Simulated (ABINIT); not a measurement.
# ZnO (zincite) (P6_3mc) in ABINIT: settings compared

Aim: see how the results for ZnO (zincite) move with the level of theory and the settings. Levels: AM05, r2SCAN, SCAN, revPBE, PW91. Tasks: single point.

Everything below comes from runs of ABINIT 10.8.3 (patched build). Logs are shortened: lines on timing, memory, paths and dates and some standing lists are left out, and cuts for length are marked. The log counts tension as positive stress, the text compression.

**Experimental background.**

“Electronic structure of alkaline earth and post-transition metal oxides”, 2009, arxiv:0908.1581 quotes, for a bulk crystal of ZnO: band gap 3.37 eV.

How close the calculation comes is told below.

### Step 1. The crystal as given

It takes space group P6_3mc (No. 186, hexagonal). The conventional cell has a = 3.249 Å, b = 3.249 Å, c = 5.206 Å, α = 90.00°, β = 90.00°, γ = 120.00°. Around Zn (site symmetry 3m) lie 4 O at 1.97 to 1.98 Å. Around O (site symmetry 3m) lie 4 Zn at 1.97 to 1.98 Å.

### Step 2. Single point, AM05

Input file run.abi:

```
pp_dirpath "./"
pseudos "Zn.GGA_PBE-JTH.xml, O.GGA_PBE-JTH.xml"

acell 3.249308 3.249308 5.205709 Angstrom
rprim
     1.0000000000     0.0000000000     0.0000000000
    -0.5000000000     0.8660254038     0.0000000000
     0.0000000000     0.0000000000     1.0000000000
ntypat 2
znucl 30 8
natom 4
typat 1 1 2 2
xred
     0.6666666667     0.3333333333     0.0000000000
     0.3333333333     0.6666666667     0.5000000000
     0.3333333333     0.6666666667     0.8790100000
     0.6666666667     0.3333333333     0.3790100000

ecut 28.0
pawecutdg 50.0
pawxcdev 0

kptopt 1
ngkpt 9 9 5
nshiftk 1
shiftk 0.0 0.0 0.0

ixc -120135

nband 22
occopt 3
tsmear 0.00183747

nstep 100
tolvrs 1.0e-9

iomode 3
prtwf 0
prteig 0
prtebands 0
enunit 1
prtden 1
prtvha 1
prtvclmb 1
prtpot 1
```

Potentials or basis: JTH PAW PBE v2.0.

Launch:

```sh
$ abinit run.abi > log 2>&1
```

run.abo:

```text
.Version 10.8.3 of ABINIT
 Symmetries : space group P6_3 m c (#186); Bravais hP (primitive hexag.)
================================================================================
 Values of the parameters that define the memory need of the present run
     intxc =       0    ionmov =       0      iscf =      17    lmnmax =      18
     lnmax =       6     mgfft =      48  mpssoang =       3    mqgrid =    3132
     natom =       4  nloc_mem =       2    nspden =       1   nspinor =       1
    nsppol =       1      nsym =      12    n1xccc =       1    ntypat =       2
    occopt =       3   xclevel =       2
       mpw =        2298          nfft =       43200          nkpt =          36
 PAW method is used; the additional fine FFT grid is defined by:
   mgfftf=        64    nfftf =    102400
================================================================================
================================================================================

--------------------------------------------------------------------------------
------------- Echo of variables that govern the present computation ------------
--------------------------------------------------------------------------------
 -outvars: echo values of preprocessed input variables --------
            acell      6.1403022187E+00  6.1403022187E+00  9.8373643012E+00 Bohr
              amu      6.53900000E+01  1.59994000E+01
             ecut      2.80000000E+01 Hartree
           enunit           1
              ixc     -120135
         kptrlatt        9    0    0      0    9    0      0    0    5
          kptrlen      4.91868215E+01
            natom           4
            nband          22
            ngfft          30      30      48
          ngfftdg          40      40      64
             nkpt          36
            nstep         100
             nsym          12
           ntypat           2
           occopt           3
        pawecutdg      5.00000000E+01 Hartree
         pawxcdev           0
        prtebands           0
           prteig           0
           prtpot           1
         prtvclmb           1
           prtvha           1
            prtwf           0
            rprim      1.0000000000E+00  0.0000000000E+00  0.0000000000E+00
                      -5.0000000000E-01  8.6602540380E-01  0.0000000000E+00
                       0.0000000000E+00  0.0000000000E+00  1.0000000000E+00
          spgroup         186
           tolvrs      1.00000000E-09
           tsmear      1.83747000E-03 Hartree
            typat      1  1  2  2
           useylm           1
           xangst      1.6246540000E+00  9.3799442426E-01  0.0000000000E+00
                       6.5619490340E-17  1.8759888485E+00  2.6028545000E+00
                       6.5619490340E-17  1.8759888485E+00  4.5758702681E+00
                       1.6246540000E+00  9.3799442426E-01  1.9730157681E+00
            xcart      3.0701511094E+00  1.7725525695E+00  0.0000000000E+00
                       1.2400286527E-16  3.5451051389E+00  4.9186821506E+00
                       1.2400286527E-16  3.5451051389E+00  8.6471415944E+00
                       3.0701511094E+00  1.7725525695E+00  3.7284594438E+00
             xred      6.6666666667E-01  3.3333333333E-01  0.0000000000E+00
                       3.3333333333E-01  6.6666666667E-01  5.0000000000E-01
                       3.3333333333E-01  6.6666666667E-01  8.7901000000E-01
                       6.6666666667E-01  3.3333333333E-01  3.7901000000E-01
            znucl       30.00000    8.00000

================================================================================

 chkinp: Checking input parameters for consistency.

================================================================================
== DATASET  1 ==================================================================

--- !DatasetInfo
iteration_state: {dtset: 1, }
dimensions: {natom: 4, nkpt: 36, mband: 22, nsppol: 1, nspinor: 1, nspden: 1, mpw: 2298, }
cutoff_energies: {ecut:  28.0, pawecutdg:  50.0, }
electrons: {nelect:   3.60000000E+01, charge:   0.00000000E+00, occopt:   3.00000000E+00, tsmear:   1.83747000E-03, }
meta: {optdriver: 0, ionmov: 0, optcell: 0, iscf: 17, paral_kgb: 0, }
...

 Real(R)+Recip(G) space primitive vectors, cartesian coordinates (Bohr,Bohr^-1):
 R(1)=  6.1403022  0.0000000  0.0000000  G(1)=  0.1628584  0.0940264  0.0000000
 R(2)= -3.0701511  5.3176577  0.0000000  G(2)=  0.0000000  0.1880527  0.0000000
 R(3)=  0.0000000  0.0000000  9.8373643  G(3)=  0.0000000  0.0000000  0.1016532
 Unit cell volume ucvol=  3.2120987E+02 bohr^3
 Angles (23,13,12)=  9.00000000E+01  9.00000000E+01  1.20000000E+02 degrees

 Coarse grid specifications (used for wave-functions):

 getcut: wavevector=  0.0000  0.0000  0.0000  ngfft=  30  30  48
         ecut(hartree)=     28.000   => boxcut(ratio)=   2.04842

 Fine grid specifications (used for densities):

[... 25 lines left out ...]
 reduced coordinates (array xred) for    4 atoms
       0.666666666667      0.333333333333      0.000000000000
       0.333333333333      0.666666666667      0.500000000000
       0.333333333333      0.666666666667      0.879010000000
       0.666666666667      0.333333333333      0.379010000000
 rms dE/dt=  7.0189E-03; max dE/dt=  1.1861E-02; dE/dt below (all hartree)
    1      -0.000000000000      0.000000000000      0.011860985828
    2       0.000000000000      0.000000000000      0.011860985828
    3       0.000000000000      0.000000000000     -0.012446062870
    4      -0.000000000000      0.000000000000     -0.012446062870

 cartesian coordinates (angstrom) at end:
    1      1.62465400000000     0.93799442425686     0.00000000000000
    2      0.00000000000000     1.87598884851371     2.60285450000000
    3      0.00000000000000     1.87598884851371     4.57587026809000
    4      1.62465400000000     0.93799442425686     1.97301576809000

 cartesian forces (hartree/bohr) at end:
    1      0.00000000000000     0.00000000000000    -0.00123544518397
    2     -0.00000000000000    -0.00000000000000    -0.00123544518397
    3     -0.00000000000000    -0.00000000000000     0.00123544518397
    4      0.00000000000000     0.00000000000000     0.00123544518397
 frms,max,avg= 7.1328461E-04 1.2354452E-03   0.000E+00  0.000E+00  2.974E-05 h/b

 cartesian forces (eV/Angstrom) at end:
    1      0.00000000000000     0.00000000000000    -0.06352914565635
    2     -0.00000000000000    -0.00000000000000    -0.06352914565635
    3     -0.00000000000000    -0.00000000000000     0.06352914565635
    4      0.00000000000000     0.00000000000000     0.06352914565635
 frms,max,avg= 3.6678569E-02 6.3529146E-02   0.000E+00  0.000E+00  1.529E-03 e/A
 length scales=  6.140302218721  6.140302218721  9.837364301173 bohr
              =  3.249308000000  3.249308000000  5.205709000000 angstroms
 Fermi (or HOMO) energy (eV) =   6.46996   Average Vxc (eV)= -10.34188
 Eigenvalues (   eV  ) for nkpt=  36  k points:
 kpt#   1, nband= 22, wtk=  0.00247, kpt=  0.0000  0.0000  0.0000 (reduced coord)
 -11.94247  -11.18902    0.29424    0.29424    0.33342    0.36313    0.49042    0.49042
   1.46950    1.46950    1.68749    1.68749    1.96238    5.20805    5.20805    5.95429
   6.02621    6.02621    6.83376   11.21388   14.26368   18.79904
 prteigrs : prtvol=0 or 1, do not print more k-points.

--- !EnergyTerms
iteration_state     : {dtset: 1, }
comment             : Components of total free energy in Hartree
kinetic             :  2.83609099069234E+01
hartree             :  4.03713586282442E+01
xc                  : -9.20999612922419E+00
Ewald energy        : -1.08873348688041E+02
psp_core            :  2.87758457173554E+00
local_psp           : -1.49109212565833E+02
PAW spherical_terms :  3.47923381468928E+01
internal            : -1.60790366129302E+02
'-kT*entropy'       : -1.22106124874595E-07
total_energy        : -1.60790366251408E+02
total_energy_eV     : -4.37532876069981E+03
...

--- !EnergyTermsDC
iteration_state     : {dtset: 1, }
comment             : '"Double-counting" decomposition of free energy'
band_energy         :  8.15336655767111E-01
Ewald energy        : -1.08873348688041E+02
psp_core            :  2.87758457173554E+00
xc_dc               : -3.78294781307393E+01
PAW spherical_terms : -1.77804734602908E+01
internal            : -1.60790379051568E+02
'-kT*entropy'       : -1.22106124874595E-07
total_energy_dc     : -1.60790379173674E+02
total_energy_dc_eV  : -4.37532911233259E+03
...

--- !EnergyTermsWithPAWCore
iteration_state     : {dtset: 1, }
comment             : 'Components of total free energy, including PAW core contributions'
Total energy        : -3.73684906010493E+03
Total energy DC     : -3.73684907302719E+03
Total energy (eV)   : -1.01684843117446E+05
Total energy DC (eV): -1.01684843469079E+05
...

 Cartesian components of stress tensor (hartree/bohr^3)
  sigma(1 1)=  6.99389688E-05  sigma(3 2)=  0.00000000E+00
  sigma(2 2)=  6.99389685E-05  sigma(3 1)=  0.00000000E+00
  sigma(3 3)=  1.28179376E-05  sigma(2 1)=  0.00000000E+00

-Cartesian components of stress tensor (GPa)         [Pressure= -1.4975E+00 GPa]
- sigma(1 1)=  2.05767550E+00  sigma(3 2)=  0.00000000E+00
- sigma(2 2)=  2.05767549E+00  sigma(3 1)=  0.00000000E+00
- sigma(3 3)=  3.77116744E-01  sigma(2 1)=  0.00000000E+00

== END DATASET(S) ==============================================================
================================================================================

 -outvars: echo values of variables after computation  --------
            acell      6.1403022187E+00  6.1403022187E+00  9.8373643012E+00 Bohr
           etotal     -1.6079037917E+02
            fcart      3.5081598622E-28  2.0254370407E-28 -1.2354451840E-03
                      -3.5081598622E-28 -2.0254370407E-28 -1.2354451840E-03
                      -3.5081598622E-28 -2.0254370407E-28  1.2354451840E-03
                       3.5081598622E-28  2.0254370407E-28  1.2354451840E-03
            rprim      1.0000000000E+00  0.0000000000E+00  0.0000000000E+00
                      -5.0000000000E-01  8.6602540380E-01  0.0000000000E+00
                       0.0000000000E+00  0.0000000000E+00  1.0000000000E+00
           strten      6.9938968799E-05  6.9938968475E-05  1.2817937591E-05
                       0.0000000000E+00  0.0000000000E+00  0.0000000000E+00
           xangst      1.6246540000E+00  9.3799442426E-01  0.0000000000E+00
                       6.5619490340E-17  1.8759888485E+00  2.6028545000E+00
                       6.5619490340E-17  1.8759888485E+00  4.5758702681E+00
                       1.6246540000E+00  9.3799442426E-01  1.9730157681E+00
             xred      6.6666666667E-01  3.3333333333E-01  0.0000000000E+00
                       3.3333333333E-01  6.6666666667E-01  5.0000000000E-01
                       3.3333333333E-01  6.6666666667E-01  8.7901000000E-01
                       6.6666666667E-01  3.3333333333E-01  3.7901000000E-01
 Calculation completed.
```

It took 2.8 min on 1 thread of Arm Neoverse V2, shared host; peak memory 0.17 GiB.

Results:

- Free energy: -4375.3291 eV
- Pressure: -1.5 GPa
- Largest force: 0.064 eV/Å
- Band gap on the k mesh: 0.81 eV, direct
- Valence electrons inside the program's atomic spheres: Zn 10.90; O 4.52

Forces in eV/Å, atoms in the order of the input:
```
Zn   0.000  0.000 -0.064
Zn   0.000  0.000 -0.064
O    0.000  0.000  0.064
O    0.000  0.000  0.064
```

Levels at points of the mesh, in eV from the valence-band top:
| k point | band 16 | band 17 | band 18 | band 19 | band 20 | band 21 |
| --- | --- | --- | --- | --- | --- | --- |
| (0.00, 0.00, 0.00) | -0.07 | 0.00 | 0.00 | 0.81 | 5.19 | 8.24 |

Caveat: the PAW data sets were made with another functional, which shifts forces and pressure a little.

### Step 3. Single point, r2SCAN

run.abi, as its differences from that of step 2:

```diff
@@ -20,3 +20,2 @@
 pawecutdg 50.0
-pawxcdev 0
 
@@ -27,3 +26,5 @@
 
-ixc -120135
+ixc -497498
+usekden 1
+pawxcdev 0
 
@@ -34,3 +35,3 @@
 nstep 100
-tolvrs 1.0e-9
+tolvrs 1.0e-7
```

Potentials or basis: JTH PAW PBE v2.0.

Launch:

```sh
$ abinit run.abi > log 2>&1
```

Wall time 8.8 min (1 thread of Arm Neoverse V2, shared host); peak memory 0.2 GiB.

The run converged. Its results:

| Item | Value |
| --- | --- |
| Free energy | -4006.2669 eV |
| Pressure | -1.2 GPa |
| Largest force | 0.073 eV/Å |
| Band gap on the k mesh | 1.21 eV, direct |
| Valence electrons inside the program's atomic spheres | Zn 10.87; O 4.56 |

Forces in eV/Å, atoms in the order of the input:
```
Zn   0.000  0.000 -0.073
Zn   0.000  0.000 -0.073
O    0.000  0.000  0.073
O    0.000  0.000  0.073
```

Stress tensor (GPa, compression positive):
```
-1.73  0.00  0.00
 0.00 -1.73  0.00
 0.00  0.00 -0.10
```

Levels at points of the mesh, in eV from the valence-band top:
```
           k point  band 16  band 17  band 18  band 19  band 20  band 21
(0.00, 0.00, 0.00)    -0.08     0.00     0.00     1.21     5.82     8.85
```

Caveat: totals of a meta-GGA on PAW files have another zero than those of a GGA; the PAW data sets were made with another functional, which shifts forces and pressure a little.

### Step 4. Single point, SCAN

run.abi, as its differences from that of step 3:

```diff
@@ -26,3 +26,3 @@
 
-ixc -497498
+ixc -263267
 usekden 1
```

Launch:

```sh
$ abinit run.abi > log 2>&1
```

Wall time 9.9 min (1 thread of Arm Neoverse V2, shared host); peak memory 0.2 GiB.

It converged, with:

- Free energy: -4021.7853 eV
- Pressure: -2.3 GPa
- Largest force: 0.095 eV/Å
- Band gap on the k mesh: 1.14 eV, direct
- Valence electrons inside the program's atomic spheres: Zn 10.87; O 4.56

Forces on the atoms (eV/Å):
```
Zn   0.000  0.000 -0.095
Zn   0.000  0.000 -0.095
O    0.000  0.000  0.095
O    0.000  0.000  0.095
```

Stress tensor (GPa, compression positive):
```
-2.83  0.00  0.00
 0.00 -2.83  0.00
 0.00  0.00 -1.11
```

Levels at points of the mesh, in eV from the valence-band top:
```
           k point  band 16  band 17  band 18  band 19  band 20  band 21
(0.00, 0.00, 0.00)    -0.07     0.00     0.00     1.14     5.74     8.81
```

Caveat: totals of a meta-GGA on PAW files have another zero than those of a GGA; the PAW data sets were made with another functional, which shifts forces and pressure a little.

### Step 5. Single point, revPBE

run.abi, as its differences from that of step 4:

```diff
@@ -20,2 +20,3 @@
 pawecutdg 50.0
+pawxcdev 0
 
@@ -26,5 +27,3 @@
 
-ixc -263267
-usekden 1
-pawxcdev 0
+ixc 14
 
@@ -35,3 +34,3 @@
 nstep 100
-tolvrs 1.0e-7
+tolvrs 1.0e-9
```

Launch:

```sh
$ abinit run.abi > log 2>&1
```

Run time: 2.2 min. Hardware: 1 thread of Arm Neoverse V2, shared host; peak memory 0.17 GiB.

It converged, with:

```
Free energy                                           : -4376.4526 eV
Pressure                                              : 7.5 GPa
Largest force                                         : 0.076 eV/Å
Band gap on the k mesh                                : 0.87 eV, direct
Valence electrons inside the program's atomic spheres : Zn 10.88; O 4.54
```

Forces on the atoms (eV/Å):
```
Zn   0.000  0.000 -0.076
Zn   0.000  0.000 -0.076
O    0.000  0.000  0.076
O    0.000  0.000  0.076
```

Stress tensor (GPa, compression positive):
```
6.92 0.00 0.00
0.00 6.92 0.00
0.00 0.00 8.64
```

Levels at points of the mesh, in eV from the valence-band top:
```
           k point  band 15  band 16  band 17  band 18  band 19  band 20  band 21  band 22
(0.00, 0.00, 0.00)    -0.81    -0.07     0.00     0.00     0.87     5.29     8.35    12.92
```

Caveat: the PAW data sets were made with another functional, which shifts forces and pressure a little.

### Step 6. Single point, PW91

run.abi, as its differences from that of step 5:

```diff
@@ -27,3 +27,3 @@
 
-ixc 14
+ixc -109134
```

Potentials or basis: JTH PAW PBE v2.0.

Launch:

```sh
$ abinit run.abi > log 2>&1
```

Run time: 2.7 min. Hardware: 1 thread of Arm Neoverse V2, shared host; peak memory 0.17 GiB.

The run converged. Its results:

| Property | Result |
| --- | --- |
| Free energy | -4386.4465 eV |
| Pressure | 3.4 GPa |
| Largest force | 0.069 eV/Å |
| Band gap on the k mesh | 0.81 eV, direct |
| Valence electrons inside the program's atomic spheres | Zn 10.89; O 4.54 |

Forces in eV/Å, atoms in the order of the input:
```
Zn   0.000  0.000 -0.069
Zn   0.000  0.000 -0.069
O    0.000  0.000  0.069
O    0.000  0.000  0.069
```

Stress tensor (GPa, compression positive):
```
2.80 0.00 0.00
0.00 2.80 0.00
0.00 0.00 4.56
```

Levels at points of the mesh, in eV from the valence-band top:
| k point | band 16 | band 17 | band 18 | band 19 | band 20 | band 21 |
| --- | --- | --- | --- | --- | --- | --- |
| (0.00, 0.00, 0.00) | -0.07 | 0.00 | 0.00 | 0.81 | 5.22 | 8.27 |

Caveat: the PAW data sets were made with another functional, which shifts forces and pressure a little.

### Step 7. Summary

```tsv
level	gap on the mesh (eV)	pressure (GPa)	largest force (eV/Å)
AM05	0.81	-1.5	0.06
r2SCAN	1.21	-1.2	0.07
SCAN	1.14	-2.3	0.09
revPBE	0.87	7.5	0.08
PW91	0.81	3.4	0.07
```

Alike in all rows: task single point; potentials or basis JTH PAW PBE v2.0; no spin polarisation; cell as given; k mesh 9 × 9 × 5; cutoff (eV) 762; smearing fermi-dirac 0.05 eV.

On the cell as given the gap runs from 0.81 eV (AM05) to 1.21 eV (r2SCAN). The pressure there spans -2.3 GPa (SCAN) to 7.5 GPa (revPBE); a positive pressure means that this level wants a larger cell, a negative one a smaller.

Caveats: the PAW data sets were made with another functional, which shifts forces and pressure a little; totals of a meta-GGA on PAW files have another zero than those of a GGA (some runs).

Absolute energies hang on the potentials; compare differences alone.

### Step 8. How close it comes

Step 2. Against the measured gap of ZnO, 3.37 eV (quoted in “Electronic structure of alkaline earth and post-transition metal oxides”, 2009, arxiv:0908.1581), the calculated 0.81 eV is off by -2.56 eV. So large a miss can be the level of theory's own, or it may mean another phase, state or a wrong row. The value is that of AM05, without temperature or zero-point motion. Semilocal functionals fall short of measured gaps as a rule.

Step 3. Against the measured gap of ZnO, 3.37 eV (quoted in “Electronic structure of alkaline earth and post-transition metal oxides”, 2009, arxiv:0908.1581), the calculated 1.21 eV is off by -2.16 eV. So large a miss can be the level of theory's own, or it may mean another phase, state or a wrong row. The value is that of r2SCAN, without temperature or zero-point motion.

Step 4. Against the measured gap of ZnO, 3.37 eV (quoted in “Electronic structure of alkaline earth and post-transition metal oxides”, 2009, arxiv:0908.1581), the calculated 1.14 eV is off by -2.23 eV. So large a miss can be the level of theory's own, or it may mean another phase, state or a wrong row. The value is that of SCAN, without temperature or zero-point motion.

Step 5. Measured gap of ZnO: 3.37 eV (quoted in “Electronic structure of alkaline earth and post-transition metal oxides”, 2009, arxiv:0908.1581). This calculation gives 0.87 eV (-2.50 eV). So large a miss can be the level of theory's own, or it may mean another phase, state or a wrong row. The value is that of revPBE, without temperature or zero-point motion. Semilocal functionals fall short of measured gaps as a rule.

Step 6. A measured gap of ZnO is 3.37 eV (quoted in “Electronic structure of alkaline earth and post-transition metal oxides”, 2009, arxiv:0908.1581); the calculated 0.81 eV misses it by -2.56 eV. So large a miss can be the level of theory's own, or it may mean another phase, state or a wrong row. The value is that of PW91, without temperature or zero-point motion. Semilocal functionals fall short of measured gaps as a rule.
